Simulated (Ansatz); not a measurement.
A run of Ansatz 0.2.0 is set up as follows.

The input input.yaml:

```yaml
crystal:
  lattice:
    - [0.0, 2.7431, 2.7431]
    - [2.7431, 0.0, 2.7431]
    - [2.7431, 2.7431, 0.0]
  atoms:
    - { symbol: Yb, position: [0.0, 0.0, 0.0], spin: 1.0 }
hamiltonian:
  xc: revpbe
  pseudopotentials: { kind: paw, level: accurate }
  hubbard:
    sites: [{ species: Yb, l: f, u_eff: 4.0 }]
    projectors: all-electron-ortho-atomic
magnetization:
  spin_polarized: true
kpoints:
  mp_grid: { grid: [8, 8, 8] }
scf:
  occupations: { method: cold, width: 0.1 }
output:
  forces: true
  stress: true
  eigenvalues: true
  bader: true
  populations: intrinsic
basis:
  xc_grid: 3
```

Potentials or basis: Ansatz PAW earlier set.

The run is started by

```sh
$ ansatz run input.yaml --threads 1 --pin off --max-ram 2560MiB --backend cpu --events-out ev --progress --plain --runs-dir out
```

Problem. Predict the absolute moment.

Solution. 0.00 μB per cell.

Problem. Estimate the pressure.

Solution. 0.0 GPa.

Problem. What does it give for the band gap on the k mesh?

Solution. None (metal or under the smearing width).

Eigenvalues of the final occupation matrices:
```tsv
site	spin	trace	eigenvalues
site 1	1	6.98	0.99 1.00 1.00 1.00 1.00 1.00 1.00
site 1	2	6.98	0.99 1.00 1.00 1.00 1.00 1.00 1.00
```

Caveat: the magnetic or orbital state may not be the lowest; spin-orbit coupling is left out, which moves the levels of the heavy elements; the PAW data sets come from PBE, with cores solved anew for the run's functional, which leaves a small shift of forces and pressure. The state reached can hang on the start; a lower one may exist.
